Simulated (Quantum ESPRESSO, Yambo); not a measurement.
# LiF (Griceite): G0W0 with Yambo, start to end, part 2 of 2

How does a plane-wave GW calculation on LiF (Griceite) run from the first input to the gap?

Quantum ESPRESSO 7.5 and Yambo 5.3.0; PBE and many-body steps on it, plane waves. Known limits of the many-body steps: not at the basis limit; coarse k mesh.

So far. Step 2 (Ground state): The gap is direct, at Γ. Step 3 (Bands along the symmetry lines): The gap is 9.114 eV, −0.001 eV from the run before at this level.

### 4. Empty states on the mesh, 4×4×4 mesh, 42 bands

Level of this step: DFT, PBE, plane waves, norm-conserving pseudopotentials (Quantum ESPRESSO).

The sums over transitions need many empty states on a uniform mesh; this step solves for them.

The input, pw.in:

```
&control
  calculation = 'nscf'
  prefix = 'x'
  outdir = 'o'
  pseudo_dir = 'pseudo'
/
&system
  ibrav = 0
  nat = 2
  ntyp = 2
  ecutwfc = 72.0
  nbnd = 42
  force_symmorphic = .true.
/
&electrons
  conv_thr = 1e-9
  electron_maxstep = 80
  diago_full_acc = .true.
  diago_thr_init = 5e-6
/
ATOMIC_SPECIES
  Li 6.94 Li.upf
  F 18.998 F.upf
CELL_PARAMETERS angstrom
  0.0000000000 2.0140000000 2.0140000000
  2.0140000000 0.0000000000 2.0140000000
  2.0140000000 2.0140000000 -0.0000000000
ATOMIC_POSITIONS crystal
  Li 0.0000000000 0.0000000000 0.0000000000
  F 0.5000000000 0.5000000000 0.5000000000
K_POINTS automatic
  4 4 4 0 0 0
```

Launch:

```
OMP_NUM_THREADS=1 mpirun -n 8 pw.x -nk 4 -in pw.in > pw.out
```

The program printed:

```text
[banner, memory and clock lines left out]
Program PWSCF v.7.5 starts

     Atomic positions and unit cell read from directory:
     o/x.save/

     Message from routine setup:
     using ibrav=0 with symmetry is DISCOURAGED, use correct ibrav instead

     bravais-lattice index     =            0
     lattice parameter (alat)  =       5.3824  a.u.
     unit-cell volume          =     110.2567 (a.u.)^3
     number of atoms/cell      =            2
     number of atomic types    =            2
     number of electrons       =        10.00
     number of Kohn-Sham states=           42
     kinetic-energy cutoff     =      72.0000  Ry
     charge density cutoff     =     288.0000  Ry
     Exchange-correlation= PBE
                           (   1   4   3   4   0   0   0)

     celldm(1)=   5.382367  celldm(2)=   0.000000  celldm(3)=   0.000000
     celldm(4)=   0.000000  celldm(5)=   0.000000  celldm(6)=   0.000000

     crystal axes: (cart. coord. in units of alat)
               a(1) = (   0.000000   0.707107   0.707107 )
               a(2) = (   0.707107   0.000000   0.707107 )
               a(3) = (   0.707107   0.707107  -0.000000 )

     reciprocal axes: (cart. coord. in units 2 pi/alat)
               b(1) = ( -0.707107  0.707107  0.707107 )
               b(2) = (  0.707107 -0.707107  0.707107 )
               b(3) = (  0.707107  0.707107 -0.707107 )
     Pseudo is Norm-conserving, Zval =  3.0
     Generated using ONCVPSP code by D. R. Hamann
     Using radial grid of 1944 points,  4 beta functions with:
     Pseudo is Norm-conserving + core correction, Zval =  7.0
     Generated using ONCVPSP code by D. R. Hamann
     Using radial grid of  832 points,  5 beta functions with:
     Li                3.00     6.94000     Li( 1.00)
     F                 7.00    18.99800     F ( 1.00)

     48 Sym. Ops., with inversion, found

   Cartesian axes

     site n.     atom                  positions (alat units)
         1        Li     tau(   1) = (   0.0000000   0.0000000   0.0000000  )
         2        F      tau(   2) = (   0.7071068   0.7071068   0.7071068  )

     number of k points=     8
                       cart. coord. in units 2pi/alat
        k(    1) = (   0.0000000   0.0000000   0.0000000), wk =   0.0312500
        k(    2) = (   0.1767767   0.1767767  -0.1767767), wk =   0.2500000
        k(    3) = (  -0.3535534  -0.3535534   0.3535534), wk =   0.1250000
[...]
k(    7) = (  -0.7071068   0.0000000   0.0000000), wk =   0.0937500
        k(    8) = (  -0.7071068   0.3535534   0.0000000), wk =   0.1875000

     Dense  grid:     9185 G-vectors     FFT dimensions: (  30,  30,  30)

     The potential is recalculated from file :
     o/x.save/charge-density

     Starting wfcs are    6 randomized atomic wfcs +   36 random wfcs

     Band Structure Calculation

     End of band structure calculation

          k = 0.0000 0.0000 0.0000 (  1139 PWs)   bands (ev):

   -39.9378 -18.9883   0.9065   0.9065   0.9065  10.0211  24.8974  24.8974
    24.8974  25.3125  25.3125  25.3125  28.2845  32.4832  32.4832  45.8414
    45.8414  45.8414  49.6073  65.9888  65.9888  65.9888  68.3857  69.5444
[...]
97.7994  97.7994

          k = 0.1768 0.1768-0.1768 (  1131 PWs)   bands (ev):

[...]
94.3996  94.3996

          k =-0.3536-0.3536 0.3536 (  1158 PWs)   bands (ev):

[...]
67.0240  69.6217  72.0293  72.0293  72.9688  72.9688  76.4156  76.7415
    76.8309  76.8309  78.3729  88.4937  88.4937  91.7907  92.3781  92.3781
    93.8266  99.0008

          k = 0.3536 0.0000 0.0000 (  1118 PWs)   bands (ev):

     [... further k-points ...]

     highest occupied, lowest unoccupied level (ev):     0.9065   10.0211

     XML data file, pseudopotentials, collected wavefunctions
```

Run time: 0.96 s. Hardware: 8 MPI ranks of Arm Neoverse V2, shared host; peak memory 0.05 GiB; 6.9 s of CPU time.

Numbers from this step:

| Property | Result |
| --- | --- |
| gap | 9.115 eV |
| k of the valence top | 0, 0, 0 |
| k of the conduction bottom | 0, 0, 0 |
| least direct gap | 9.115 eV |
| k points computed | 8 |
| lowest point of the top converged band, above the valence top | 91.2250 eV |

On this mesh the gap is 9.115 eV.

### 5. Conversion and set-up

This step: Yambo 5.3.0; conversion and set-up on PBE, plane waves, norm-conserving pseudopotentials.

The states are converted to the many-body program's format and the q mesh is built.

Launch:

```
(cd o/x.save; p2y > p2y.log; mv SAVE ../..); yambo > setup.log
```

The program printed:

```text
 Yambo, version 5.3.0

 [02] CORE Variables Setup
 =========================

  [02.01] Unit cells
  ==================

  Cell kind             :  FCC
  Atoms in the cell     :  Li  F
  number of Li atoms    :  1
  number of F  atoms    :  1

  List of atomic masses
  Mass of Li    :  6.940000
  Mass of F     :  18.99800

  List of atomic coordinates    : [cc]
  Li1       :  0.000000  0.000000  0.000000  order 1
  F1       :  3.805908  3.805908  3.805908  order 2

  Alat factors          :  3.805908  3.805908  3.805908 [a.u.]
  Direct lattice volume :  110.2567 [a.u.]
  Direct lattice vectors:  A[ 1 ]  A[ 2 ]  A[ 3 ]
   A[ 1 ]:  0.000000  1.000000  1.000000  [iru]
   0.000000  3.805908  3.805908  [cc]
   A[ 2 ]:  1.000000  0.000000  1.000000  [iru]
   3.805908  0.000000  3.805908  [cc]
   A[ 3 ]:  1.000000  1.000000 -0.000000  [iru]
   3.805908  3.805908 -0.000000  [cc]

  Recip. lattice volume :  2.249752 [a.u.]
  Recip. lattice vectors:  B[ 1 ]  B[ 2 ]  B[ 3 ]
   B[ 1 ]: -0.500000  0.500000  0.500000  [iku]
  -0.825451  0.825451  0.825451  [cc]
   B[ 2 ]:  0.500000 -0.500000  0.500000  [iku]
   0.825451 -0.825451  0.825451  [cc]
   B[ 3 ]:  0.500000  0.500000 -0.500000  [iku]
   0.825451  0.825451 -0.825451  [cc]

  [02.02] Symmetries
  ==================

  Inversion symmetry    : yes
  Spatial inversion     : yes
  Inversion index       :  25
  K-space Time-reversal : no
  Magnetic symmetries   : no
  Group table correct   : yes
  Symmetries units      :  [cc]

   [S  1]:   1.0000     -0.12918E-16 -0.12918E-16 -0.12918E-16   1.0000      0.12918E-16  0.12918E-16  0.12918E-16   1.0000
   [S  2]:  -1.0000      0.12918E-16 -0.12918E-16  0.12918E-16  -1.0000      0.12918E-16 -0.12918E-16 -0.12918E-16   1.0000
   [S  3]:  -1.0000     -0.12918E-16  0.12918E-16  0.12918E-16   1.0000     -0.12918E-16 -0.12918E-16  0.12918E-16  -1.0000
[...]
[... 36 further rows ...]
   [S 47]: -0.12918E-16   1.0000      0.12918E-16  0.12918E-16 -0.12918E-16  -1.0000       1.0000      0.12918E-16 -0.12918E-16
   [S 48]: -0.12918E-16  -1.0000     -0.12918E-16  0.12918E-16  0.12918E-16   1.0000       1.0000     -0.12918E-16  0.12918E-16

  [02.03] Reciprocal space
  ========================

  nG shells         :  143
  nG charge         :   9185
  nG WFs            :  1465
  nC WFs            :  1158
  G-vecs. in first 14 shells:  [ Number ]
     1    9   15   27   51   59   65   89  113
   137  169  181  229  259
  ...
  Shell energy in first 14 shells:  [ mHa ]
    0.00000      1022.06      1362.74      2725.48      3747.54      4088.22      5450.96      6473.02      6813.70
    8176.44      9198.50      10901.9      11924.0      12264.7
  ...

  [02.04] K-grid lattice
  ======================

  Compatible Grid is   : 3D
  Base K vectors       :  K_min[ 1 ]  K_min[ 2 ]  K_min[ 3 ]
  K_min[ 1 ] : -0.78652E-17  0.25000      0.84180E-17 [rlu]
[...]
BZ  K-points                                      :   64

  K/Q-points units:
  rlu = crystal or reduced units; cc = cartesian coordinates; iku = interal k-units

  K [1]          [rlu]:  0.000000  0.000000  0.000000
         WF components:  1139
  K [2]          [rlu]:  0.78652E-17  0.78652E-17  0.25000
         WF components:  1131
  K [3]          [rlu]: -0.15730E-16 -0.15730E-16 -0.50000
         WF components:  1158
  K [4]          [rlu]:  0.11057E-17  0.25000      0.25000
         WF components:  1118
  K [5]          [rlu]: -0.23596E-16  0.25000     -0.50000
         WF components:  1128
  [... 2 further k-points ...]
  K [8]          [rlu]:  0.250000 -0.500000 -0.250000
         WF components:  1144

  [02.05] Energies & Occupations
  ==============================

  [X] === General ===
  [X] Electronic Temperature                        :  0.000000  0.000000 [eV K]
  [X] Bosonic    Temperature                        :  0.000000  0.000000 [eV K]
  [X] Finite Temperature mode                       : no
  [X] El. density                                   :  0.61206E+24 [cm-3]
  [X] Fermi Level                                   :  0.906509 [eV]

  [X] === Gaps and Widths ===
  [X] Conduction Band Min                           :  9.114627 [eV]
  [X] Valence Band Max                              :  0.000000 [eV]
  [X] Filled Bands                                  :   5
  [X] Empty Bands                                   :    6   42
  [X] Direct Gap                                    :  9.114627 [eV]
  [X] Direct Gap localized at k                     :  1
  [X] Indirect Gap                                  :  9.114627 [eV]
  [X] Indirect Gap between kpts                     :  1  1
  [X] Last valence band width                       :  0.989798 [eV]
  [X] 1st conduction band width                     :  5.964288 [eV]

  E @ K [1]:  [eV]
   -40.8443     -19.8948    -0.112722E-7 -0.891058E-8   0.00000      9.11463      23.9909      23.9909
   23.99086  24.40597  24.40597  24.40597  27.37798  31.57670  31.57670  44.93489
  occ @ K [1]
   2.000000  2.000000  2.000000  2.000000  2.000000  0.000000  0.000000  0.000000
[...]
E @ K [2]:  [eV]
[...]
occ @ K [2]
[...]
E @ K [3]:  [eV]
[...]
occ @ K [3]
[...]
E @ K [4]:  [eV]
[...]
occ @ K [4]
[...]
E @ K [5]:  [eV]
[...]
occ @ K [5]
[...]
[... 2 further k-points ...]
  E @ K [8]:  [eV]
[...]
occ @ K [8]
   2.000000  2.000000  2.000000  2.000000  2.000000  0.000000  0.000000  0.000000
   0.000000  0.000000  0.000000  0.000000  0.000000  0.000000  0.000000  0.000000

 [03] Transferred momenta grid and indexing
 ==========================================

 IBZ Q-points                                      :   8
 BZ  Q-points                                      :   64

 K/Q-points units:
 rlu = crystal or reduced units; cc = cartesian coordinates; iku = interal k-units

 Q [1]          [rlu]:  0.000000  0.000000  0.000000
 Q [2]          [rlu]: -0.89471E-17 -0.89471E-17  0.25000
 Q [3]          [rlu]:  0.17894E-16  0.17894E-16 -0.50000
[...]
Q [7]          [rlu]: -0.22113E-17 -0.50000     -0.50000
 Q [8]          [rlu]:  0.250000 -0.500000 -0.250000

  [03.01] X indexes
  =================

   [03.01.01] Sigma indexes
   ========================

 [06] Game Over & Game summary
```

It took 1.6 s on 1 MPI rank; peak memory 0.23 GiB.

### 6. Screening and self-energy, 4×4×4 mesh, 42 bands, screening to 163.3 eV

G0W0 replaces the xc potential by the self-energy, built once from these orbitals. Only a window of levels is corrected, while the sums run over the empty bands that the input names.

This step: G0W0 on PBE, plane waves, norm-conserving pseudopotentials.

The input, gw1.in:

```
HF_and_locXC
gw0
dyson
ppa
em1d
rim_cut
RandQpts= 1000000
RandGvec= 1 RL
EXXRLvcs= 72 Ry
VXCRLvcs= 288 Ry
Chimod= "HARTREE"
% BndsRnXp
 1 | 42 |
%
NGsBlkXp= 12 Ry
% LongDrXp
 1 | 1 | 1 |
%
% GbndRnge
 1 | 42 |
%
DysSolver= "n"
ExtendOut
PPAPntXp= 27.21138 eV
% QPkrange
 1 | 1 | 4 | 7 |
%
```

Launch:

```
OMP_NUM_THREADS=1 mpirun -n 8 yambo -F gw1.in -J gw1 -C gw1 > gw1.log
```

The program printed:

```text
 Yambo, version 5.3.0

 [02] CORE Variables Setup
 =========================

  [... cell, symmetries and grids as in the set-up ...]

  [02.05] Energies & Occupations
  ==============================

  [X] === General ===
  [X] Electronic Temperature                        :  0.000000  0.000000 [eV K]
  [X] Bosonic    Temperature                        :  0.000000  0.000000 [eV K]
  [X] Finite Temperature mode                       : no
  [X] El. density                                   :  0.61206E+24 [cm-3]
  [X] Fermi Level                                   :  0.906509 [eV]

  [X] === Gaps and Widths ===
  [X] Conduction Band Min                           :  9.114627 [eV]
  [X] Valence Band Max                              :  0.000000 [eV]
  [X] Filled Bands                                  :   5
  [X] Empty Bands                                   :    6   42
  [X] Direct Gap                                    :  9.114627 [eV]
  [X] Direct Gap localized at k                     :  1
  [X] Indirect Gap                                  :  9.114627 [eV]
  [X] Indirect Gap between kpts                     :  1  1
  [X] Last valence band width                       :  0.989798 [eV]
  [X] 1st conduction band width                     :  5.964288 [eV]

 [03] Transferred momenta grid and indexing
 ==========================================

 IBZ Q-points                                      :   8
 BZ  Q-points                                      :   64

 K/Q-points units:
 rlu = crystal or reduced units; cc = cartesian coordinates; iku = interal k-units

 Q [1]          [rlu]:  0.000000  0.000000  0.000000
 Q [2]          [rlu]: -0.89471E-17 -0.89471E-17  0.25000
 Q [3]          [rlu]:  0.17894E-16  0.17894E-16 -0.50000
 Q [4]          [rlu]:  0.11057E-17  0.25000      0.25000
 Q [5]          [rlu]:  0.73159E-17  0.25000      0.50000
 Q [6]          [rlu]:  0.17894E-16  0.25000     -0.25000
 Q [7]          [rlu]: -0.22113E-17 -0.50000     -0.50000
 Q [8]          [rlu]:  0.250000 -0.500000 -0.250000

 [04] Coloumb potential Random Integration (RIM)
 ===============================================

  [04.01] RIM initialization
  ==========================

  * Diagonal components only detected *

  8 x (sBL volume)        :  0.281219 [a.u.]
  sBZ random points       :  1000000
  Points outside the sBZ  :   7996195
  RL volume               :  2.249752 [a.u.]
  Integrated volume       :  2.250822 [a.u.]

  [04.02] RIM integrals
  =====================

  Gamma point sphere radius             :  0.118841 [a.u.]
  Points outside the sphere             :   799659
  [Int_sBZ(q=0) 1/q^2]*(Vol_sBZ)^(-1/3) =:  7.764404
                                 should be <:  7.795600

  Summary of Coulomb integrals for non-metallic bands |Q|[au] RIM/Bare

  Q [1] 0.100000E-4 0.995998 * Q [2] 0.357431 1.064860
  Q [4] 0.412726 1.063731 * Q [6] 0.583682 1.026772
  Q [5] 0.684428 1.019350 * Q [3] 0.714862 1.017217
  Q [7] 0.825451 1.013507 * Q [8] 0.922883 1.010541

 [05] Dipoles
 ============

  [05.01] Setup: observables and procedures
  =========================================

 [06] Dynamic Dielectric Matrix (PPA)
 ====================================

 [SLK-Inversion]  Pools        :  2
 [SLK-Inversion]  BLACS grid   :  2  2

 [WR./gw1//ndb.pp]---------------------------------------------------------------
  Brillouin Zone Q/K grids (IBZ/BZ)                :    8   64    8   64
  RL vectors                                       :  1471 [WF]
  Coulomb cutoff potential                         : none
  Electronic Temperature                           :  0.000000 [K]
  Bosonic    Temperature                           :  0.000000 [K]
  PPA    diel. fun.  energies                      : Perdew, Burke & Ernzerhof(X)+Perdew, Burke & Ernzerhof(C)
  wavefunctions                                    : Perdew, Burke & Ernzerhof(X)+Perdew, Burke & Ernzerhof(C)
  Global Gauge                                     : length
  X matrix size                                    :   89
  X band range                                     :    1   42
  X e/h energy range                               : -1.000000 -1.000000 [eV]
  X Time ordering                                  : R
  X Hxc Kernel                                     : HARTREE
  X Drude frequency                                :  0.000000  0.000000
  X poles                                          :  100.0000 [o/o]
  RL vectors in the sum                            :  1471
  [r,Vnl] included                                 : yes
  Field direction                                  :  0.577350E-5  0.577350E-5  0.577350E-5
  BZ energy Double Grid                            : no
  BZ energy DbGd points                            : 0
  BZ Q point size factor                           : -1.000000
  X Optical Averaged directions                    : none

 [07] Local Exchange-Correlation + Non-Local Fock
 ================================================

 [VXC] Plane waves :   9185
 [EXS] Plane waves :  1211

 QP @ state[ 1 ] K range:  1  1
 QP @ state[ 1 ] b range:   4   7

 [xc] Functional : Perdew, Burke & Ernzerhof(X)+Perdew, Burke & Ernzerhof(C)
 [xc] LIBXC used to calculate xc functional
  PP Number of Atomic Species                      :  2
  NLCC RL compoments                               :   9185
  PP Number of Atomic Species                      :  2
  NLCC RL compoments                               :   9185

 [xc] E_xc :  -6.404717 [Ha]
      E_xc :  -12.80943 [Ry]

  Local XC kind (lXC) : Perdew, Burke & Ernzerhof(X)+Perdew, Burke & Ernzerhof(C)
  Non-Local XC kind (nlXC) : Hartree-Fock

  Corrections @ K [1] :  [eV]
 <4|nlXC|4> = -30.57375 -0.71343E-17 <4|lXC|4> = -23.05410 -0.18882E-15
 <5|nlXC|5> = -30.57346 -0.25133E-16 <5|lXC|5> = -23.05410  0.22228E-21
 <6|nlXC|6> = -6.583262  0.23577E-17 <6|lXC|6> = -11.44884  0.47211E-16
 <7|nlXC|7> = -3.081731  0.86807E-18 <7|lXC|7> = -10.01021 -0.18873E-15

 [08] Dyson equation: Newton solver
 ==================================

  [08.01] G0W0 (W PPA)
  ====================

  [  GW  ] Bands range     :    1   42
  [GW/PPA] G damping       :  0.100000 [eV]

  QP @ state[ 1 ] K range:  1  1
  QP @ state[ 1 ] b range:   4   7

   Sc/G bands                                       :    1   42
   Sc/G damping                                     :  0.100000 ev
   Sc bands terminator                              : no
   Sx RL components                                 :  1211

   QP @ state[ 1 ] K range                          :  1  1
   QP @ state[ 1 ] b range                          :   4   7
   GF energies kind                                 : Perdew, Burke & Ernzerhof(X)+Perdew, Burke & Ernzerhof(C)
   GF WF`s kind                                     : Perdew, Burke & Ernzerhof(X)+Perdew, Burke & Ernzerhof(C)
   Xs energies kind                                 : Perdew, Burke & Ernzerhof(X)+Perdew, Burke & Ernzerhof(C)
   Xs WF`s kind                                     : Perdew, Burke & Ernzerhof(X)+Perdew, Burke & Ernzerhof(C)

 [11] Game Over & Game summary
```

Wall time 4.5 s (8 MPI ranks); peak memory 2.1 GiB.

This step gave:

```yaml
g0w0_gap_on_the_points_computed: 13.18 eV
starting_gap_on_the_mesh: 9.115 eV
k_of_the_valence_top: 0, 0, 0
k_of_the_conduction_bottom: 0, 0, 0
least_direct_g0w0_gap_on_the_computed_points: 13.18 eV
z_at_the_valence_top: 0.8310
z_at_the_conduction_bottom: 0.8928
```

The gap on the mesh goes from 9.11 eV to 13.18 eV, a correction of +4.06 eV.

Limits: finite bands, cutoff and mesh; coarse k mesh. v1 is the top filled band, c1 the lowest empty one. The levels before and after the correction (eV, zero at the valence-band top of each column):

```csv
,conduction bottom,valence top
Kohn-Sham,9.11,0.00
G0W0,13.18,0.00
```

```
             level  energy (eV)
Kohn-Sham  Γ v2-v1        0.000
Kohn-Sham     Γ c1        9.115
Kohn-Sham     Γ c2       23.991
     G0W0  Γ v2-v1       -0.002
     G0W0     Γ c1       13.178
     G0W0     Γ c2       29.028
```

### 7. Where the time went

Times are wall times on the hardware named with each run, good to a factor of about two.

| step | time | share | memory (GiB) |
| --- | --- | --- | --- |
| ground state | 1.4 s | 15 % | 0.05 |
| bands along the symmetry lines | 1.1 s | 11 % | 0.05 |
| empty states on the mesh | 0.96 s | 10 % | 0.05 |
| conversion and set-up | 1.6 s | 17 % | 0.23 |
| screening and self-energy | 4.5 s | 47 % | 2.1 |

### 8. Summary of results

```
PBE gap              : 9.11 eV, indirect (only 1 meV under the direct gap)
G0W0 gap on the mesh : 13.18 eV
GW settings          : 4×4×4 mesh, 42 bands, screening to 163.3 eV, Godby-Needs plasmon pole
known limits         : not at the basis limit; coarse k mesh
```

**Reading.** G0W0 moves the gap on the mesh from 9.11 eV to 13.18 eV (+4.06 eV), with Z of 0.83 and 0.89 at the edges. Only 1 of the mesh's irreducible points was corrected, so a valley elsewhere could overtake. The dearest step here is «screening and self-energy». Bands and cutoff are finite, so the gap is not at the basis limit. The miss can reach some tenths of an eV and take either sign; the mesh is an error of its own. In the G0W0 run levels were corrected at 1 k point alone, so a gap called «on the mesh» is the least over those, and an edge elsewhere would be missed. The 4×4×4 mesh is coarse for this cell, which bears on the long-range parts of exchange and screening.

[Paths, hosts, dates, memory and timing lines, banners, echoed tables and standing remarks are left out of the program output.]

[Logs are printed without paths, hosts, clocks, repeated set-up lines and the standing remarks that a program may print on its own settings, such as how far it seeks lower states.]

[Runs of the session that timed out or met a known fault of the program may be left out.]

[Hosts, paths, dates, database ids (printed as entryN), source tags and the programs' standing remarks are cut or masked in the printed files.]
